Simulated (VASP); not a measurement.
Here is the system:

```yaml
crystal:
  lattice:
    - [1.84147, -3.18951, 0.00000]
    - [1.84147, 3.18951, 0.00000]
    - [0.00000, 0.00000, 3.92304]
  atoms:
    - { symbol: Li, position: [0.33333, 0.66667, 0.00000] }
    - { symbol: Li, position: [0.66667, 0.33333, 0.00000] }
    - { symbol: Li, position: [0.00000, 0.00000, 0.50000] }
    - { symbol: N, position: [0.00000, 0.00000, 0.00000] }
```

Level of theory: PBEsol GGA, VASP's PBE PAW potentials (set 64) (plane waves; VASP). Run with 520 eV cut-off, 7×7×6 Γ-centred mesh, Gaussian smearing of 0.050 eV, potentials Li_sv N.

Estimate the energy per atom (σ→0), pressure.

```json
{
  "energy per atom (σ→0)": "-4.026 eV/atom",
  "pressure": "-2.94 GPa"
}
```

Only differences to runs with the same potentials and settings are physical.

The compound is Li3N in the alpha structure. This cell is one point of a volume scan, at 1.06 of the reference volume.
